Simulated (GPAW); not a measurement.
# CoO (I4/mmm) in GPAW: equation of state

Aim: energy against volume of CoO in PBEsol, for its equilibrium volume and stiffness.

Everything below comes from runs of GPAW 26.7.0. Logs are shortened: lines on timing, memory, paths and dates and some standing lists are left out, and cuts for length are marked. The log counts tension as positive stress, the text compression.

**1. The structure**

The structure is tetragonal, space group I4/mmm (No. 139). Conventional cell: a = 3.016 Å, b = 3.016 Å, c = 4.214 Å, α = 90.00°, β = 90.00°, γ = 90.00°. Co (site symmetry 4/mmm) is surrounded by 6 O at 2.11 to 2.13 Å. O (site symmetry 4/mmm) is surrounded by 6 Co at 2.11 to 2.13 Å.

**2. Equation of state, PBEsol, collinear spin, ferromagnetic start**

Contents of run.py:

```python
from ase import Atoms
from ase.eos import EquationOfState
from ase.io import Trajectory
from ase.units import GPa
from ase.parallel import parprint
from gpaw import GPAW, PW, setup_paths

setup_paths.insert(0, '.')

atoms = Atoms(['Co', 'O'],
              cell=[[-1.508, 1.508, 2.1072475377],
                    [1.508, -1.508, 2.1072475377],
                    [1.508, 1.508, -2.1072475377]],
              scaled_positions=[[0.0, 0.0, 0.0],
                                [0.5, 0.5, 0.0]],
              pbc=True)
atoms.set_initial_magnetic_moments([2.0, 0.0])

traj = Trajectory('eos.traj', 'w')
volumes, energies = [], []
for x in [0.94, 0.96, 0.98, 1.0, 1.02, 1.04, 1.06]:
    a = atoms.copy()
    a.set_cell(atoms.cell * x**(1 / 3), scale_atoms=True)
    calc = GPAW(mode=PW(800),
                xc='PBEsol',
                kpts={'size': (12, 12, 12), 'gamma': True},
                occupations={'name': 'fermi-dirac', 'width': 0.05},
                nbands=17,
                convergence={'density': 1e-05, 'energy': 1e-05},
                maxiter=150,
                txt=f'eos-{x:.2f}.txt')
    a.calc = calc
    energies.append(a.get_potential_energy(force_consistent=True))
    volumes.append(a.get_volume())
    p = -a.get_stress()[:3].mean() / GPa
    calc.write(f'eos-{x:.2f}.gpw')
    traj.write(a)
    parprint(f'{x:.2f} {volumes[-1]:10.4f} A^3 {energies[-1]:14.6f} eV {p:9.3f} GPa', flush=True)

v0, e0, B = EquationOfState(volumes, energies, eos='birchmurnaghan').fit()
parprint(f'V0 = {v0:.4f} A^3, E0 = {e0:.6f} eV, B0 = {B / GPa:.2f} GPa')
```

Potentials or basis: PAW data sets generated in the run's folder for this functional, pw.

Started as:

```sh
gpaw-setup -f PBEsol Co O
OMP_NUM_THREADS=1 mpirun -n 4 gpaw python run.py
```

What it wrote:

```text
__  _  _
 | _ |_)|_||  |
 |__||  | ||/\| - 26.7.0

Input parameters:
  mode=PW(ecut=800.0),
  convergence={'density': 1e-05, 'energy': 1e-05},
  kpts=MonkhorstPack(size=(12, 12, 12), gamma=True),
  maxiter=150,
  nbands=17,
  occupations=Occupations(name='fermi-dirac', width=0.05),
  xc=XC(name='PBEsol')

Diagonalizing LCAO Hamiltonian
Converting LCAO to pw mode

       O

       Co

Atoms  # Å, Bohr magnetons
|   | symbol |        x |        y |        z |    initial magnetic moments |
|---|--------|----------|----------|----------|-----------------------------|
| 0 |     Co | 0.000000 | 0.000000 | 0.000000 | ( 0.0000,  0.0000,  2.0000) |
| 1 |      O | 0.000000 | 0.000000 | 2.064230 | ( 0.0000,  0.0000,  0.0000) |

Unit cell  # Å
| periodic |         x |         y |         z |  lengths |     angles |
|----------|-----------|-----------|-----------|----------|------------|
|      yes | -1.477216 |  1.477216 |  2.064230 | 2.936900 | 119.604665 |
|      yes |  1.477216 | -1.477216 |  2.064230 | 2.936900 | 119.604665 |
|      yes |  1.477216 |  1.477216 | -2.064230 | 2.936900 |  90.686115 |

Number of symmetries: 16
Symmetry operations  # r_c * U_cc + t_c -> r_c
|    | kind |            matrix            |
|----|------|------------------------------|
|  0 |  σ   |  1, 1, 1,  0, 0,-1,  0,-1, 0 |
|  1 |  C4  |  1, 1, 1,  0, 0,-1, -1, 0, 0 |
|  2 |  E   |  1, 0, 0,  0, 1, 0,  0, 0, 1 |
|  3 |  σ   |  1, 0, 0,  0, 1, 0, -1,-1,-1 |
|  4 |  σ   |  0, 1, 0,  1, 0, 0,  0, 0, 1 |
|  5 |  C2  |  0, 1, 0,  1, 0, 0, -1,-1,-1 |
|  6 |  C2  |  0, 0, 1, -1,-1,-1,  1, 0, 0 |
|  7 |  S4  |  0, 0, 1, -1,-1,-1,  0, 1, 0 |
|  8 |  C4  |  0, 0,-1,  1, 1, 1,  0,-1, 0 |
|  9 |  σ   |  0, 0,-1,  1, 1, 1, -1, 0, 0 |
| 10 |  σ   |  0,-1, 0, -1, 0, 0,  1, 1, 1 |
| 11 |  C2  |  0,-1, 0, -1, 0, 0,  0, 0,-1 |
| 12 |  C2  | -1, 0, 0,  0,-1, 0,  1, 1, 1 |
| 13 |  i   | -1, 0, 0,  0,-1, 0,  0, 0,-1 |
| 14 |  S4  | -1,-1,-1,  0, 0, 1,  1, 0, 0 |
| 15 |  C2  | -1,-1,-1,  0, 0, 1,  0, 1, 0 |

BZ-sampling:
  Number of BZ points: 1728
  Number of IBZ points: 163

  Monkhorst-Pack size: [12, 12, 12]
  Monkhorst-Pack shift: [0.041666666666666664, 0.041666666666666664, 0.041666666666666664]

K-points  # in reciprocal-cell coordinates
|     |                                coordinates |     weight |
|-----|--------------------------------------------|------------|
|   0 | ( -0.00000000,  -0.00000000,  -0.00000000) | 0.00057870 |
|   1 | (  0.08333333,  -0.08333333,  -0.00000000) | 0.00231481 |
|   2 | (  0.08333333,  -0.08333333,   0.08333333) | 0.00231481 |
|   3 | (  0.08333333,  -0.00000000,  -0.00000000) | 0.00462963 |
|   4 | (  0.08333333,   0.08333333,  -0.08333333) | 0.00115741 |
|   5 | (  0.16666667,  -0.16666667,  -0.00000000) | 0.00231481 |
|   6 | (  0.16666667,  -0.16666667,   0.08333333) | 0.00462963 |
|   7 | (  0.16666667,  -0.16666667,   0.16666667) | 0.00231481 |
|   8 | (  0.16666667,  -0.08333333,  -0.00000000) | 0.00925926 |
|   9 | (  0.16666667,  -0.08333333,   0.08333333) | 0.00462963 |
| ... |                                            |            |
| 162 | (  0.50000000,   0.50000000,   0.50000000) | 0.00057870 |

Plane wave coefficients: 941
Cutoff: 800.0 eV

Spin-components: 2 (collinear spins)
Bands:           17
Projectors:      11
Spin-degeneracy: 1
Datatype:        complex128

Parallelization:
  kpt:    4
  domain: 1
  band:   1

Density:
  Valence electrons: 15.0
  Components: 2
  Grid points: [20 20 20]
  Charge: 0.0  # |e|

Potential:
  Grid points: [20 20 20]

species:
  Co:
    name:    Cobalt
    Z:       27.0
    valence: 9
    core:    18
    charge:  0.0  # [|e|]
    compensation charges:
      type: gauss
      rc: 0.32  # [Å]
      lmax: 2
    cutoffs:
      filter: 1.87  # [Å]
      core: 2.55  # [Å]
    projectors
    | kind |    occ | energy [eV] | rcut [Å] |
    |------|--------|-------------|----------|
    |   4s |  2.000 |      -5.488 |    1.005 |
    |   4p |  0.000 |      -1.248 |    1.058 |
    |   3d |  7.000 |      -8.230 |    1.005 |
    |    s |        |      21.723 |    1.005 |
    |    p |        |      25.963 |    1.058 |
    |    d |        |      18.981 |    1.005 |

    Using partial waves for Co as LCAO basis

  O:
    name:    Oxygen
    Z:       8.0
    valence: 6
    core:    2
    charge:  0.0  # [|e|]
    compensation charges:
      type: gauss
      rc: 0.21  # [Å]
      lmax: 2
    cutoffs:
      filter: 1.17  # [Å]
      core: 0.83  # [Å]
    projectors
    | kind |    occ | energy [eV] | rcut [Å] |
    |------|--------|-------------|----------|
    |   2s |  2.000 |     -23.808 |    0.688 |
    |   2p |  4.000 |      -8.972 |    0.598 |
    |    s |        |       3.404 |    0.688 |
    |    p |        |      18.239 |    0.598 |
    |    d |        |       0.000 |    0.619 |

    Using partial waves for O as LCAO basis

Reference energy: -39902.827428  # eV

eigensolver:
  PPCG
  Converge bands: occupied
  niter=2

density mixing:
  MSR1-Mixer
  Pratt-step length: 0.05
  Maximum mixing coefficient: 0.75
  Old densities: 10
  SVD Regularization: 0.005
  Good broyden scale: 1.0
  Trust region scale: 1.0
  Backstep threshold: 4.0
  History deletion threshold: 6.0
  Fourier metric: weight=20.0, sigma=0.015

occupation numbers:
  Fermi-Dirac:
    width: 0.0500  # eV

poisson solver:
  ecut: 6400.0  # eV

xc functional:
  name: PBEsol with 2 nearest neighbor stencil

convergence criteria:
- Maximum integral of absolute [dens]ity change: 1e-05 electrons / valence electron
- Maximum [total energy] change in last 3 cyles: 1e-05 eV / valence electron
- Maximum integral of absolute [eigenst]ate change: 4e-08 eV^2 / valence electron
maximum number of iterations: 150

SCF iterations
|iter     | |      energy | eigst |  dens |  magmom |
|---------|-|-------------|-------|-------|---------|
|iter:   1| |  -15.672943 | +0.05 |       |  +2.0014|
|iter:   2| |  -15.553532 | -2.16 | -0.92 |  +2.0237|
|iter:   3| |  -15.320007 | -2.05 | -0.97 |  +2.1435|
|iter:   4| |  -15.349744 | -2.73 | -1.37 |  +2.2374|
|iter:   5| |  -15.387088 | -3.10 | -1.65 |  +2.3799|
|iter:   6| |  -15.384338 | -3.37 | -1.66 |  +2.4773|
|iter:   7| |  -15.385506 | -3.30 | -1.93 |  +2.6250|
|iter:   8| |  -15.387124 | -3.79 | -2.11 |  +2.7391|
|iter:   9| |  -15.387475 | -4.69 | -2.73 |  +2.7189|
|iter:  10| |  -15.387512 | -5.56 | -3.22 |  +2.7142|
|iter:  11| |  -15.387516c| -7.28 | -3.91 |  +2.7148|
|iter:  12| |  -15.387518c| -7.95c| -4.25 |  +2.7149|
|iter:  13| |  -15.387519c| -8.21c| -4.87 |  +2.7151|
|iter:  14| |  -15.387519c| -8.94c| -5.32c|  +2.7151|

Converged in 14 steps
Energy contributions relative to reference atoms: (reference = -39902.827428)

Energy contributions:
  Kinetic:          29.013513
  Coulomb:         -25.119176
  Zero:              0.115155
  External:          0.000000
  Xc:              -19.380032
  Entropy:          -0.033959
  Spinorbit:         0.000000
  ----------------------------
  Free energy:     -15.404498
  Extrapolated:    -15.387519

dipole moment: (-8.089614, -8.089614, 0.283628)  # |e|*Ang

Total magnetic moment: (0.000000, 0.000000, 2.715103)

Local magnetic moments
|        x |        y |        z |
|----------|----------|----------|
| 0.000000 | 0.000000 | 2.359848 |  # Co   0
| 0.000000 | 0.000000 | 0.210238 |  # O    1

Fermi level: 9.764
Eigenvalues  # (at kpt = [-0.000, -0.000, -0.000])
| band index |      eig [eV] | occ [0-1] |      eig [eV] | occ [0-1] |
|------------|---------------|-----------|---------------|-----------|
|          0 |       -11.250 |     1.000 |       -10.795 |     1.000 |
|          1 |         6.087 |     1.000 |         6.589 |     1.000 |
|          2 |         6.121 |     1.000 |         6.647 |     1.000 |
|          3 |         6.121 |     1.000 |         6.647 |     1.000 |
|          4 |         6.496 |     1.000 |         8.443 |     1.000 |
|          5 |         6.503 |     1.000 |         8.443 |     1.000 |
[... 9 lines left out ...]
|         15 |        31.979 |     0.000 |        32.922 |     0.000 |
|         16 |        32.461 |     0.000 |        33.407 |     0.000 |

No gap
No difference between direct/indirect transitions

Stress tensor  # eV/Ang^3
|         x |         y |         z |
|-----------|-----------|-----------|
| -0.011234 |  0.000000 |  0.000000 |
|  0.000000 | -0.011234 |  0.000000 |
|  0.000000 |  0.000000 | -0.016011 |

# Writing to eos-0.94.gpw (mode='')
```

It took 2.7 min on 4 MPI ranks of Arm Neoverse V2, shared host; peak memory 0.31 GiB.

What came out:

- Equilibrium volume: 9.15 Å³/atom (rough: see the caveat)
- Bulk modulus at fixed shape and positions: 175 GPa (rough)

Energy against volume, from the lowest point:
| volume (Å³/atom) | energy (meV/atom) |
| --- | --- |
| 9.009 | 0.95 |
| 9.201 | 0.00 |
| 9.392 | 3.22 |
| 9.584 | 10.60 |
| 9.776 | 21.92 |
| 9.967 | 36.89 |
| 10.159 | 55.21 |

Caveat: the fit is doubtful: noisy points or a state that changes with volume; the cell was scaled at fixed shape and fractional positions, which overstates the stiffness of a crystal with free parameters, most of all of layers and chains.
